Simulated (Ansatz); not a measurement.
The system is La2O3.

```
La O
1.0
     6.26678    0.00000    0.00000
    -3.13339    5.42719    0.00000
     0.00000    0.00000    3.29977
La O
2 3
Cartesian
  3.1334 1.8091 1.6499
  0.0000 3.6181 1.6499
  3.1836 0.0000 0.0000
  -1.5918 2.7571 0.0000
  1.5416 2.6701 0.0000
```

The cell comes from a database or a generator and needn't be the stable form of this composition.

* Program: Ansatz 0.2.0
* Task: relaxation of cell and atoms
* Functional: r2SCAN
* Potentials or basis: Ansatz PAW
* Cutoff: 500 eV (not typed: the program's choice for these potentials)
* k mesh: 5 × 5 × 8
* Occupations: fermi-dirac, width 0.05 eV
* Spin: no spin polarisation

At the start: volume 22.45 Å³/atom.

Task: Where does the relaxation end?

Result: It ends after 5 steps and the volume is 22.93 Å³/atom (+2.2 %); space group P6/mmm (No. 191, to 0.05 Å).

The path:
```
step  energy change (eV)  largest force (eV/Å)  volume (Å³)
   1              0.0000                0.0496       112.23
   2             -0.0253                0.0369       114.69
   3             -0.0258                0.0302       114.75
   4             -0.0270                0.0021       114.66
   5             -0.0276                0.0022       114.66
```

Final structure:
```xyz
5
Lattice="6.3549 0.0000 0.0000 -3.1774 5.5035 0.0000 0.0000 0.0000 3.2784" Properties=species:S:1:pos:R:3 pbc="T T T"
La    3.1774    1.8345    1.6392
La    0.0000    3.6690    1.6392
O     3.1792    0.0000    0.0000
O    -1.5896    2.7533    0.0000
O     1.5878    2.7502    0.0000
```

Caveat: the magnetic or orbital state may not be the lowest; the plane-wave basis is chosen anew once the cell has moved, so the energies of steps on either side of that aren't comparable; the PAW data sets come from PBE, with cores solved anew for the run's functional, which leaves a small shift of forces and pressure.
